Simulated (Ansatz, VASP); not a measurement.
Ni in VASP and in Ansatz

```
CELL_PARAMETERS angstrom
0.00000 1.69775 1.69775
1.69775 0.00000 1.69775
1.69775 1.69775 0.00000
ATOMIC_POSITIONS crystal
Ni 0.00000 0.00000 0.00000
```

Alike in both runs: task single point; functional PBE; dispersion D4; k mesh 13 × 13 × 13; occupations tetrahedron; collinear spin; Hubbard terms Ni d U = 3.5 eV.

|  | VASP | Ansatz |
| --- | --- | --- |
| version | VASP 6.6.1 | Ansatz 0.2.0 |
| potentials or method | VASP PAW PBE potentials, release 64 (Ni) | Ansatz PAW |
| plane-wave cutoff (eV) | 520 | 420 |
| valence electrons in the cell | 10 | 18 |

|  | VASP | Ansatz | Ansatz less VASP |
| --- | --- | --- | --- |
| gap on the k mesh at the Fermi level (eV) | none | none | - |
| pressure (GPa) | 8.3 | 20.0 | +11.68 |
| net moment per atom (μB) | 0.66 | 0.63 | -0.034 |
| size of the moment on the site where the two differ most (μB) | 0.68 | 0.68 | +0.002 |
| dispersion energy (meV/atom) | -501.5 | -501.5 | -0.04 |

Site moments also hang on the region over which each program counts them. The programs project onto different local orbitals, so the same U acts differently. A gap of «none» marks a metal or a gap that the smearing closes. The two sets of potentials don't hold the same shells in valence.

Caveats: pairwise dispersion overbinds metals, which lowers pressure and volume; the U is typed as a test and isn't derived for this compound; tetrahedron occupations give inexact forces and stress in metals (VASP); the magnetic or orbital state may not be the lowest (Ansatz); with tetrahedron occupations forces and stress needn't match the slope of the energy (Ansatz). The state reached can hang on the start; a lower one may exist.
